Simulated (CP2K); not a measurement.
Runs of CP2K 2026.2 on Ir. Symmetry: Fm-3m, No. 225, cubic system. The conventional cell has a = 3.831 Å, b = 3.831 Å, c = 3.831 Å, α = 90.00°, β = 90.00°, γ = 90.00°. Around Ir (site symmetry m-3m) lie 12 Ir at 2.71 Å. 

```tsv
task	level	potentials or basis	smearing	EPS_DEFAULT	NGRIDS	basis sets	potentials	points a segment of the path (NPOINTS)	gap on the mesh (eV)	pressure (GPa)	V0 of scaled cells (Å³/atom)	B0 (GPa)
band structure	r2SCAN	POTENTIAL_UZH Ir GTH-PBE-q17; TZVP-MOLOPT-PBE-GTH basis	fermi-dirac 0.05 eV	1.0E-9	5	Ir TZVP-MOLOPT-PBE-GTH-q17	Ir GTH-PBE-q17 of POTENTIAL_UZH	6	none	(c)	-	-
equation of state	PBEsol	POTENTIAL_UZH Ir GTH-PBE-q17; TZVP-MOLOPT-PBE-GTH basis	fermi-dirac 0.05 eV	1.0E-10	5	Ir TZVP-MOLOPT-PBE-GTH-q17	Ir GTH-PBE-q17 of POTENTIAL_UZH	-	-	-	14.00	394
band structure	vdW-DF-cx	POTENTIAL_UZH Ir GTH-PBE-q17; TZVP-MOLOPT-PBE-GTH basis	fermi-dirac 0.05 eV	1.0E-9	5	Ir TZVP-MOLOPT-PBE-GTH-q17	Ir GTH-PBE-q17 of POTENTIAL_UZH	6	none	0.9	-	-
equation of state	PBEsol	POTENTIAL_UZH Ir GTH-PBE-q17; TZVP-MOLOPT-PBE-GTH basis	fermi-dirac 0.0259 eV	1.0E-10	5	Ir TZVP-MOLOPT-PBE-GTH-q17	Ir GTH-PBE-q17 of POTENTIAL_UZH	-	-	-	14.00	(b)
equation of state	LDA	GTH_POTENTIALS Ir GTH-PADE-q17; TZVP-MOLOPT-PBE-GTH basis	fermi-dirac 0.1 eV	1.0E-9	4	Ir TZVP-MOLOPT-PBE-GTH-q17	Ir GTH-PADE-q17 of GTH_POTENTIALS	-	-	-	13.30	364
band structure	vdW-DF2	POTENTIAL_UZH Ir GTH-PBE-q17; TZVP-MOLOPT-PBE-GTH basis	fermi-dirac 0.05 eV	1.0E-9	5	Ir TZVP-MOLOPT-PBE-GTH-q17	Ir GTH-PBE-q17 of POTENTIAL_UZH	6	none	38.1	-	-
band structure	LDA	GTH_POTENTIALS Ir GTH-PADE-q17; TZVP-MOLOPT-PBE-GTH basis	fermi-dirac 0.05 eV	1.0E-9	5	Ir TZVP-MOLOPT-PBE-GTH-q17	Ir GTH-PADE-q17 of GTH_POTENTIALS	8	none	-18.8	-	-
band structure	LDA	GTH_POTENTIALS Ir GTH-PADE-q17; TZVP-MOLOPT-PBE-GTH basis	fermi-dirac 0.0259 eV	1.0E-9	4	Ir TZVP-MOLOPT-PBE-GTH-q17	Ir GTH-PADE-q17 of GTH_POTENTIALS	6	none	-18.8	-	-
single point	PBE	POTENTIAL_UZH Ir GTH-PBE-q17; TZVP-MOLOPT-PBE-GTH basis	gaussian 0.05 eV	1.0E-10	4	Ir TZVP-MOLOPT-PBE-GTH-q17	Ir GTH-PBE-q17 of POTENTIAL_UZH	-	none	(a)	-	-
single point	PBEsol	POTENTIAL_UZH Ir GTH-PBE-q17; TZVP-MOLOPT-PBE-GTH basis	fermi-dirac 0.05 eV	1.0E-10	4	Ir TZVP-MOLOPT-PBE-GTH-q17	Ir GTH-PBE-q17 of POTENTIAL_UZH	-	none	-1.7	-	-
band structure	OLYP	POTENTIAL_UZH Ir GTH-PBE-q17; TZVP-MOLOPT-PBE-GTH basis	fermi-dirac 0.05 eV	1.0E-9	5	Ir TZVP-MOLOPT-PBE-GTH-q17	Ir GTH-PBE-q17 of POTENTIAL_UZH	6	none	0.1	-	-
band structure	PBE	GTH_POTENTIALS Ir GTH-PBE-q17; DZVP-MOLOPT-SR-GTH basis	fermi-dirac 0.05 eV	1.0E-9	5	Ir DZVP-MOLOPT-SR-GTH-q17	Ir GTH-PBE-q17 of GTH_POTENTIALS	6	none	9.0	-	-
```

Alike in all rows: no spin polarisation; cell as given; k mesh 12 × 12 × 12.

Question: Fill in the values left out.

Answer: (a) 9.2; (b) 395; (c) 2.6.

Caveats: the basis of atomic orbitals isn't converged, which shifts pressures, moduli and gaps; the potentials were made for another functional, which shifts forces and pressure (some runs); so large a pressure means that the cell lies far from this level's equilibrium, or that cutoff or potentials fall short (some runs); a pressure of tens of GPa on the cell as given is suspect, and the run, the potentials or the cell itself is likely at fault (some runs).

A k mesh can miss the band edges, and the runs leave out spin-orbit coupling on Ir.

A gap of «none» marks a metal or a gap under the smearing width.

Not every run made on this cell is shown here.
